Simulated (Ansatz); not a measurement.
**ScAl$_{2}$ under strain**

Method: DFT r2SCAN, scalar-relativistic, plane waves, PAW (Ansatz). Settings: 500 eV cutoff, 8×8×8 k-mesh, Gaussian smearing of 0.10 eV, no spin polarisation.

Starting point, cell and atoms relaxed:

```
Sc Al
1.0
     0.00000    3.77765    3.77765
     3.77765    0.00000    3.77765
     3.77765    3.77765    0.00000
Sc Al
2 4
Direct
  0.50000 0.50000 0.50000
  0.75000 0.75000 0.75000
  0.12500 0.12500 0.12500
  0.62500 0.12500 0.12500
  0.12500 0.62500 0.12500
  0.12500 0.12500 0.62500
```

Deformation: biaxial strain in the a-b plane, with the length and tilt of c and the atoms relaxed, all within the symmetry that the strain leaves. Energies are extrapolated to zero smearing.

```tsv
strain (%)	ΔE (meV/atom)	a (Å)	b (Å)	c (Å)
-6.0	100.3	5.022	5.022	5.373
-4.0	42.2	5.129	5.129	5.356
-2.0	10.1	5.236	5.236	5.346
+0.0	0.0	5.342	5.342	5.342
+2.0	9.1	5.449	5.449	5.346
+4.0	34.6	5.556	5.556	5.355
+6.0	74.1	5.663	5.663	5.368
```

**Question.** What stiffness (1/V) d²E/dε² at zero strain does a cubic fit over all points give?

**Answer.** A cubic fit gives (1/V) d²E/dε² = 432 GPa at zero strain (twice the biaxial modulus).

**Question.** How does the free axis c answer a small strain?

**Answer.** Between the innermost points its strain is 0.00 times the applied one.